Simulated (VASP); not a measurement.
# SiC (P6_3mc) in VASP: single point with HSE06

Aim: the single point of SiC with HSE06.

Program: VASP 6.6.1. These are calculated values, not measurements. Logs are shortened: lines on timing, memory, paths and dates and some standing lists are left out, and cuts for length are marked.

## (1) The crystal as given

The structure is hexagonal, space group P6_3mc (No. 186). Conventional cell: a = 3.080 Å, b = 3.080 Å, c = 15.120 Å, α = 90.00°, β = 90.00°, γ = 120.00°. Si (site symmetry 3m) has 4 C at 1.89 Å as nearest neighbours. Around Si (site symmetry 3m) lie 4 C at 1.89 Å. Si (site symmetry 3m) has 4 C at 1.89 Å as nearest neighbours. Around C (site symmetry 3m) lie 4 Si at 1.89 Å. Around C (site symmetry 3m) lie 4 Si at 1.89 Å. Around C (site symmetry 3m) lie 4 Si at 1.89 Å.

The cell was built by a generator and needn't be a form met in nature.

## (2) Single point, HSE06

Input file POSCAR:

```
SiC
1.0
    3.0800000000      0.0000000000      0.0000000000
   -1.5400000000      2.6673582437      0.0000000000
    0.0000000000      0.0000000000     15.1200000000
Si C
6 6
Direct
    0.0000000000      0.0000000000      0.0000000000
    0.3333333333      0.6666666667      0.1666666667
    0.6666666667      0.3333333333      0.3333333333
    0.0000000000      0.0000000000      0.5000000000
    0.6666666667      0.3333333333      0.6666666667
    0.3333333333      0.6666666667      0.8333333333
    0.0000000000      0.0000000000      0.1250000000
    0.3333333333      0.6666666667      0.2916666667
    0.6666666667      0.3333333333      0.4583333333
    0.0000000000      0.0000000000      0.6250000000
    0.6666666667      0.3333333333      0.7916666667
    0.3333333333      0.6666666667      0.9583333333
```

Input file INCAR.step1:

```
PREC = Accurate
ENCUT = 450
EDIFF = 1E-5
ISMEAR = -1
SIGMA = 0.05
LREAL = F
LASPH = T
NELM = 80
ALGO = Normal
ISIF = 2
LWAVE = T
LCHARG = F
NBANDS = 36
GGA = PE
```

Input file INCAR.step2:

```
PREC = Accurate
ENCUT = 450
EDIFF = 1E-7
ISMEAR = -1
SIGMA = 0.05
LREAL = F
LASPH = T
NELM = 80
ALGO = Normal
ISIF = 2
LWAVE = F
LCHARG = F
GGA = PE
LHFCALC = T
HFSCREEN = 0.2
PRECFOCK = Fast
NBANDS = 36
ISTART = 1
```

Input file KPOINTS:

```
regular mesh
0
Gamma
  6 6 1
```

Potentials or basis: VASP PAW PBE potentials, release 64 (Si, C).

The run is started by

```bash
> cat potpaw_PBE.64/Si/POTCAR potpaw_PBE.64/C/POTCAR > POTCAR
> cp INCAR.step1 INCAR
> mpirun -np 8 vasp_std > vasp.out
> cp INCAR.step2 INCAR
> mpirun -np 8 vasp_std > vasp.out
```

OUTCAR:

```text
PREC = Accurate
   ENCUT = 450
   EDIFF = 1E-7
   ISMEAR = -1
   LREAL = F
   LASPH = T
   NELM = 80
   ISIF = 2
   GGA = PE
   LHFCALC = T
   HFSCREEN = 0.2
   PRECFOCK = Fast
   ISTART = 1

 ion  position               nearest neighbor table
   1  0.000  0.000  0.000-  12 1.89  12 1.89  12 1.89   7 1.89   6 3.08   2 3.08   6 3.08   2 3.08
                             2 3.08   6 3.08
   2  0.333  0.667  0.167-   7 1.89   7 1.89   7 1.89   8 1.89   3 3.08   3 3.08   3 3.08   1 3.08
                             1 3.08   1 3.08
   3  0.667  0.333  0.333-   8 1.89   8 1.89   8 1.89   9 1.89   2 3.08   2 3.08   2 3.08   4 3.08
                             4 3.08   4 3.08
   4  0.000  0.000  0.500-   9 1.89   9 1.89   9 1.89  10 1.89   5 3.08   3 3.08   3 3.08   5 3.08
                             5 3.08   3 3.08
   5  0.667  0.333  0.667-  10 1.89  10 1.89  10 1.89  11 1.89   6 3.08   6 3.08   6 3.08   4 3.08
                             4 3.08   4 3.08
   6  0.333  0.667  0.833-  11 1.89  11 1.89  11 1.89  12 1.89   5 3.08   5 3.08   5 3.08   1 3.08
                             1 3.08   1 3.08
   7  0.000  0.000  0.125-   2 1.89   2 1.89   2 1.89   1 1.89
   8  0.333  0.667  0.292-   3 1.89   3 1.89   3 1.89   2 1.89
   9  0.667  0.333  0.458-   4 1.89   4 1.89   4 1.89   3 1.89
  10  0.000  0.000  0.625-   5 1.89   5 1.89   5 1.89   4 1.89
  11  0.667  0.333  0.792-   6 1.89   6 1.89   6 1.89   5 1.89
  12  0.333  0.667  0.958-   1 1.89   1 1.89   1 1.89   6 1.89

  LATTYP: Found a hexagonal cell.
 ALAT       =     3.0800000000
 C/A-ratio  =     4.9090909091

  Lattice vectors:

 A1 = (   3.0800000000,   0.0000000000,   0.0000000000)
 A2 = (  -1.5400000000,   2.6673582437,   0.0000000000)
 A3 = (   0.0000000000,   0.0000000000,  15.1200000000)

Analysis of symmetry for initial positions (statically):
=====================================================================
 Subroutine PRICEL returns:
 Original cell was already a primitive cell.

 Routine SETGRP: Setting up the symmetry group for a
 hexagonal supercell.

 Subroutine GETGRP returns: Found 12 space group operations
 (whereof  6 operations were pure point group operations)
 out of a pool of 24 trial point group operations.

The static configuration has the point symmetry C_3v.
 The point group associated with its full space group is C_6v.

Analysis of symmetry for dynamics (positions and initial velocities):
=====================================================================
 Subroutine PRICEL returns:
 Original cell was already a primitive cell.

 Routine SETGRP: Setting up the symmetry group for a
 hexagonal supercell.

 Subroutine GETGRP returns: Found 12 space group operations
 (whereof  6 operations were pure point group operations)
 out of a pool of 24 trial point group operations.

The dynamic configuration has the point symmetry C_3v.
 The point group associated with its full space group is C_6v.

 Subroutine INISYM returns: Found 12 space group operations
 (whereof  6 operations are pure point group operations),
 and found     1 'primitive' translations

----------------------------------------------------------------------------------------

                                     Primitive cell

  volume of cell :     124.2178

  direct lattice vectors                    reciprocal lattice vectors
     3.080000000  0.000000000  0.000000000     0.324675325  0.187451386  0.000000000
    -1.540000000  2.667358244  0.000000000     0.000000000  0.374902772  0.000000000
     0.000000000  0.000000000 15.120000000     0.000000000  0.000000000  0.066137566

  length of vectors
     3.080000000  3.080000000 15.120000000     0.374902772  0.374902772  0.066137566

  position of ions in fractional coordinates (direct lattice)
     0.000000000  0.000000000  0.000000000
     0.333333333  0.666666667  0.166666667
     0.666666667  0.333333333  0.333333333
     0.000000000  0.000000000  0.500000000
     0.666666667  0.333333333  0.666666667
[... 34 lines left out ...]
     0.054112554  0.031241898  0.000000000     0.166666667  0.000000000  0.000000000
     0.000000000  0.062483795  0.000000000     0.000000000  0.166666667  0.000000000
     0.000000000  0.000000000  0.066137566     0.000000000  0.000000000  1.000000000

  Length of vectors
     0.062483795  0.062483795  0.066137566

  Shift w.r.t. Gamma in fractional coordinates (k-lattice)
     0.000000000  0.000000000  0.000000000

 Subroutine IBZKPT returns following result:
 ===========================================

 Found      7 irreducible k-points:

 Following reciprocal coordinates:
            Coordinates               Weight
  0.000000  0.000000  0.000000      1.000000
  0.166667  0.000000  0.000000      6.000000
  0.333333  0.000000  0.000000      6.000000
  0.500000  0.000000  0.000000      3.000000
  0.166667  0.166667  0.000000      6.000000
  0.333333  0.166667  0.000000     12.000000
  0.333333  0.333333  0.000000      2.000000
   k-points           NKPTS =      7   k-points in BZ     NKDIM =     36   number of bands    NBANDS=     40
   number of dos      NEDOS =    301   number of ions     NIONS =     12
   total plane-waves  NPLWV =  62208
   dimension x,y,z NGX =    24 NGY =   24 NGZ =  108
   dimension x,y,z NGXF=    48 NGYF=   48 NGZF=  216
   ions per type =               6   6
   NGX,Y,Z   is equivalent  to a cutoff of  12.95, 12.95, 11.87 a.u.
   NGXF,Y,Z  is equivalent  to a cutoff of  25.91, 25.91, 23.75 a.u.
 SYSTEM =  unknown system
   PREC   = accura    normal or accurate (medium, high low for compatibility)
   ISTART =      1    job   : 0-new  1-cont  2-samecut
   ICHARG =      0    charge: 1-file 2-atom 10-const
   ISPIN  =      1    spin polarized calculation?
   LNONCOLLINEAR =      F non collinear calculations
   LSORBIT =      F    spin-orbit coupling
   LASPH  =      T    aspherical Exc in radial PAW
   ENCUT  =  450.0 eV  33.07 Ry    5.75 a.u.   5.33  5.33 26.15*2*pi/ulx,y,z
   NELM   =     80;   NELMIN=  2; NELMDL=  0     # of ELM steps
   EDIFF  = 0.1E-06   stopping-criterion for ELM
   LREAL  =      F    real-space projection
   EDIFFG = 0.1E-05   stopping-criterion for IOM
   NSW    =      0    number of steps for IOM
   IBRION =     -1    ionic relax: 0-MD 1-quasi-New 2-CG
   NFREE  =      0    steps in history (QN), initial steepest desc. (CG)
   ISIF   =      2    stress and relaxation
   ISYM   =      3    0-nonsym 1-usesym 2-fastsym
   POTIM  = 0.5000    time-step for ionic-motion
   TEBEG  =    0.0;   TEEND  =   0.0 temperature during run
   PSTRESS=    0.0 pullay stress
   NELECT =      48.0000    total number of electrons
   NUPDOWN=      -1.0000    fix difference up-down
   EMIN   =  10.00;   EMAX   =-10.00  energy-range for DOS
   EFERMI =   0.00;   METHOD = LEGACY
   ISMEAR =    -1;   SIGMA  =   0.05  broadening in eV -4-tet -1-fermi 0-gaus
   EFERMI_NEDOS =   21; number of points for ismear=-14 and -15
   IALGO  =     38    algorithm
   IMIX   =      1    mixing-type and parameters
     AMIX     =   0.40;   BMIX     =  1.00
     AMIX_MAG =   1.60;   BMIX_MAG =  1.00
  volume/ion in A,a.u.               =      10.35        69.86
  Fermi-wavevector in a.u.,A,eV,Ry     =   1.192415  2.253337 19.345479  1.421853
  Thomas-Fermi vector in A             =   2.328453
   LORBIT       =      0    0 simple, 1 ext, 2 COOP (PROOUT), +10 PAW based schemes
   GGA     = PE    functional components
   LHFCALC =     T    Hartree Fock is set to
   PRECFOCK=fast      Normal, Fast or Accurate (Low or Medium for compatibility)
   ENCUT4O =  -1.0   cutoff for four orbital integrals eV
   NKREDX  =     1    reduce k-point grid by
   NKREDY  =     1    reduce k-point grid by
   NKREDZ  =     1    reduce k-point grid by
   AEXX    =    0.2500 exact exchange contribution
   HFSCREEN=    0.2000 screening length (either q_TF or 0.3 A-1)
   HFSCREENC=   0.2000 screening length for correlation (either q_TF or 0.3 A-1)
   ENCUTFOCK=  -1.0 apply spherical cutoff to Coloumb kernel
   IVDW    =     0    specifies the selected vdW correction
   LEPSILON=     F    determine dielectric tensor
   LRPA    =     F    only Hartree local field effects (RPA)
 non-spin polarized calculation
  energy-cutoff  :      450.00
  volume of cell :      124.22
 maximum number of plane-waves:      2741
 NGX is ok and might be reduce to    24
  NGX = 12; NGY = 12; NGZ = 60

 number of electron      47.9999999 magnetization

 Free energy of the ion-electron system (eV)
  ---------------------------------------------------
  ext. energy  EPLUGINS =         0.00000000
  ---------------------------------------------------
  free energy    TOTEN  =      -104.76141662 eV

  energy without entropy =     -104.76141662  energy(sigma->0) =     -104.76141662

 E-fermi :   8.6392     XC(G=0):  -9.3396

 val. band max:        7.5353324150   @ k =   0.0000   0.0000   0.0000
 cond. band min:      10.4652718705   @ k =   0.5000   0.0000   0.0000
 fundamental gap:      2.9299394555
 Fermi energy:         8.6392438362

 k-point     1 :       0.0000    0.0000    0.0000
  band No.  band energies     occupation
      1      -9.5193      2.00000
      2      -8.9587      2.00000
      3      -8.9087      2.00000
      4      -7.2941      2.00000
      5      -7.2637      2.00000
      6      -5.6726      2.00000
[... 262 lines left out ...]
     35      18.2232      0.00000
     36      18.2232      0.00000
 [bands above 36 left out]

------------------------ aborting loop because EDIFF is reached ----------------------------------------

  FORCE on cell =-STRESS in cart. coord.  units (eV):
  Direction    XX          YY          ZZ          XY          YZ          ZX
  --------------------------------------------------------------------------------------
  -------------------------------------------------------------------------------------
  Total       -1.5702833     -1.5702833     -1.7730459      0.0000000      0.0000000     -0.0000000
  in kB      -20.2537173    -20.2537173    -22.8689757      0.0000000      0.0000000     -0.0000000
  external PRESSURE =     -21.1254701 kB  Pullay stress =       0.0000000 kB

 VOLUME and BASIS-vectors are now :
 -----------------------------------------------------------------------------
  energy-cutoff  :      450.00
  volume of cell :      124.22
      direct lattice vectors                 reciprocal lattice vectors
     3.080000000  0.000000000  0.000000000     0.324675325  0.187451386  0.000000000
    -1.540000000  2.667358244  0.000000000     0.000000000  0.374902772  0.000000000
     0.000000000  0.000000000 15.120000000     0.000000000  0.000000000  0.066137566

 POSITION                                       TOTAL-FORCE (eV/Angst)
 -----------------------------------------------------------------------------------
      0.00000      0.00000      0.00000         0.000000      0.000000     -0.034729
     -0.00000      1.77824      2.52000         0.000000     -0.000000     -0.041770
      1.54000      0.88912      5.04000         0.000000     -0.000000     -0.029195
      0.00000      0.00000      7.56000        -0.000000     -0.000000     -0.034729
      1.54000      0.88912     10.08000        -0.000000      0.000000     -0.041770
     -0.00000      1.77824     12.60000        -0.000000      0.000000     -0.029195
      0.00000      0.00000      1.89000         0.000000     -0.000000      0.146333
     -0.00000      1.77824      4.41000        -0.000000     -0.000000      0.016937
      1.54000      0.88912      6.93000         0.000000     -0.000000     -0.057576
      0.00000      0.00000      9.45000        -0.000000      0.000000      0.146333
      1.54000      0.88912     11.97000        -0.000000     -0.000000      0.016937
     -0.00000      1.77824     14.49000        -0.000000      0.000000     -0.057576
 -----------------------------------------------------------------------------------
    total drift:                               -0.000000     -0.000000     -0.000529

  FREE ENERGIE OF THE ION-ELECTRON SYSTEM (eV)
  ---------------------------------------------------
  free  energy   TOTEN  =      -104.7614166224 eV

  energy  without entropy=     -104.7614166224  energy(sigma->0) =     -104.76141662
```

Wall time 2.4 min (8 MPI ranks of Intel Xeon 6975P-C (Granite Rapids), shared host); peak memory 0.24 GiB.

What came out:

- Free energy: -104.7614 eV
- Largest force: 0.146 eV/Å
- Band gap on the k mesh: 2.93 eV, indirect (least direct gap 4.15 eV)

Forces on the atoms (eV/Å):
```
Si   0.000  0.000 -0.035
Si   0.000  0.000 -0.042
Si   0.000  0.000 -0.029
Si   0.000  0.000 -0.035
Si   0.000  0.000 -0.042
Si   0.000  0.000 -0.029
C    0.000  0.000  0.146
C    0.000  0.000  0.017
C    0.000  0.000 -0.058
C    0.000  0.000  0.146
C    0.000  0.000  0.017
C    0.000  0.000 -0.058
```

Caveat: the cutoff is under 1.25 times the usual one of these potentials, so pressure, stress and relaxed cells hold a basis-set (Pulay) error; the PAW data sets were made with another functional, which shifts forces and pressure a little; an odd mesh through Γ misses points on the zone boundary, where band edges often lie.
